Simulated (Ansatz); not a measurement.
Runs of Ansatz 0.2.0 on NaCl. It takes space group Fm-3m (No. 225, cubic). Conventional cell: a = 5.588 Å, b = 5.588 Å, c = 5.588 Å, α = 90.00°, β = 90.00°, γ = 90.00°. Cl (site symmetry m-3m) is surrounded by 6 Na at 2.79 Å. Na (site symmetry m-3m) is surrounded by 6 Cl at 2.79 Å. The cell is a database's computed one.

```tsv
task	level	cell	k mesh	smearing	broadening	q mesh	points for each segment of the path	atoms under strain	mesh quality	gap on the mesh (eV)	pressure (GPa)	relaxed volume (Å³/atom)
relaxation of cell and atoms	revPBE+D3(BJ)	relaxed	8 × 8 × 8	fermi-dirac 0.05 eV	-	-	-	-	not flagged	5.49	0.0	21.81
optical spectrum	HSE06+D3(BJ)	as given	4 × 4 × 4	gaussian 0.05 eV	0.1 eV	-	-	-	coarse	6.60	-	-
relaxation of cell and atoms	HF	relaxed	4 × 4 × 4	fermi-dirac 0.05 eV	-	-	-	-	coarse	13.37	0.0	24.08
relaxation of cell and atoms	revPBE+D4	relaxed	8 × 8 × 8	fermi-dirac 0.05 eV	-	-	-	-	not flagged	(b)	0.0	(a)
phonons	LDA	as given	6 × 6 × 6	fixed	-	2 × 2 × 2	8	-	not flagged	4.80	-	-
relaxation of cell and atoms	BLYP+D4	relaxed	8 × 8 × 8	fermi-dirac 0.05 eV	-	-	-	-	not flagged	5.13	0.0	22.45
relaxation of cell and atoms	BLYP+D3(BJ)	relaxed	8 × 8 × 8	fermi-dirac 0.05 eV	-	-	-	-	not flagged	5.45	0.0	20.82
relaxation of cell and atoms	RPBE+D4	relaxed	8 × 8 × 8	fermi-dirac 0.05 eV	-	-	-	-	not flagged	5.27	0.0	23.38
elastic constants	LDA	as given	6 × 6 × 6	fixed	-	-	-	relaxed	not flagged	4.80	(c)	-
```

Alike in all rows: potentials or basis Ansatz PAW; no spin polarisation; cutoff (eV) 420.

Q: Estimate the missing entries.

A: (a) 23.19; (b) 5.26; (c) -1.8.

Caveats: some runs use coarse meshes; the PAW data sets come from PBE, with cores solved anew for the run's functional, which leaves a small shift of forces and pressure; the plane-wave basis is chosen anew once the cell has moved, so the energies of steps on either side of that aren't comparable (some runs).

A k mesh can miss the band edges.

Runs at the PBE level aren't shown here.
